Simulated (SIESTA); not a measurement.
**MnO under changes of volume**

One of the cells (10.999 Å³/atom); the others are scaled copies at fixed shape and fractional positions:

```xyz
2
Lattice="0.0000 2.2239 2.2239 2.2239 0.0000 2.2239 2.2239 2.2239 0.0000" Properties=species:S:1:pos:R:3 pbc="T T T"
Mn    0.0000    0.0000    0.0000
O     2.2239    2.2239    2.2239
```

The cell is a database's computed one.

| Property | Result |
| --- | --- |
| Program | SIESTA 5.4.2 |
| Functional | PBE |
| Potentials or basis | PseudoDojo 0.4 standard (PBE files) |
| Basis | TZDP (energy shift 0.01 Ry) |
| Grid cutoff | 800 Ry |
| Energy shift | 0.01 Ry |
| k mesh | 7 × 7 × 7 |
| Occupations | fermi-dirac, width 0.05 eV |
| Spin | collinear spin, ferromagnetic start |
| Starting moments | [4.0, 0.0] μB |

```tsv
volume (Å³/atom)	energy over the lowest point (meV/atom)	pressure (GPa)	moment (μB per cell)
10.339	9.87	6.2	4.66
10.559	3.12	3.5	4.72
10.779	0.72	0.9	4.78
10.999	0.00	-0.2	4.87
11.219	1.19	-2.6	4.91
11.439	?	?	?
11.659	14.06	-6.9	4.96
```

Question: What does the run at 11.439 Å³/atom give?

Answer: Energy over the lowest point 5.91 meV/atom; pressure -5.0 GPa; moment 4.95 μB per cell.

Worked out: A Birch-Murnaghan fit of order 3 (a polynomial in V^(-2/3)) to the other rows has its minimum at 10.95 Å³/atom with B0 = V·E''(V) = 99 GPa (rough, since the energies scatter). It gives 6.43 meV/atom at 11.439 Å³/atom, against the run's 5.91, and -dE/dV = -4.5 GPa, against -5.0. A parabola through the other rows of the moment, of slope 0.141 μB per Å³/atom there, gives 4.94 μB, against the run's 4.95.

Energies are extrapolated to zero smearing.

Caveats: semicore shells carry a single zeta, which can move pressures by several GPa and volumes by a few percent; the basis of atomic orbitals isn't converged, which shifts pressures, moduli and gaps; a cell with one magnetic atom can't hold antiferromagnetic order, which such compounds often take.
